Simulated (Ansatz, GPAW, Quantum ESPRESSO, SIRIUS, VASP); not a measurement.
# CdTe: programs and potentials compared

```
CELL_PARAMETERS angstrom
0.00000 3.20500 3.20500
3.20500 0.00000 3.20500
3.20500 3.20500 0.00000
ATOMIC_POSITIONS crystal
Te 0.75000 0.75000 0.75000
Cd 0.00000 0.00000 0.00000
```

Alike in all runs: task single point; functional PBEsol; k mesh 7 × 7 × 7; occupations fermi-dirac, width 0.05 eV; no spin polarisation; no spin-orbit coupling. Pressure is positive in compression and, in plane waves, holds the error of the finite cutoff, which Ansatz's Pulay term estimates and takes out.

```csv
program and potentials,plane-wave cutoff (eV),notes,pressure (GPa)
"Ansatz, Ansatz PAW",420,"potentials made for PBE, which Ansatz adapts in part; 18 valence electrons an atom on average; Pulay term of +0.03 GPa included",1.67
"Quantum ESPRESSO, GBRV 1.5 PBEsol",612,9 valence electrons an atom on average,1.98
"GPAW, PAW data sets generated for this functional",600,9 valence electrons an atom on average,1.26
"SIRIUS, PseudoDojo 0.4.1 PBEsol standard (scalar relativistic)",1388,18 valence electrons an atom on average,1.72
"VASP, PBE PAW files Cd, Te, 520 eV",520,potentials made for PBE; 9 valence electrons an atom on average,?
"Ansatz, all-electron LAPW, scalar-relativistic",-,-,1.68
```

**Question.** Estimate from the other rows what the run with VASP, PBE PAW files Cd, Te, 520 eV gave.

**Answer.** Pressure 1.86 GPa. The other rows, which needn't bracket it: pressure 1.26 to 1.98.
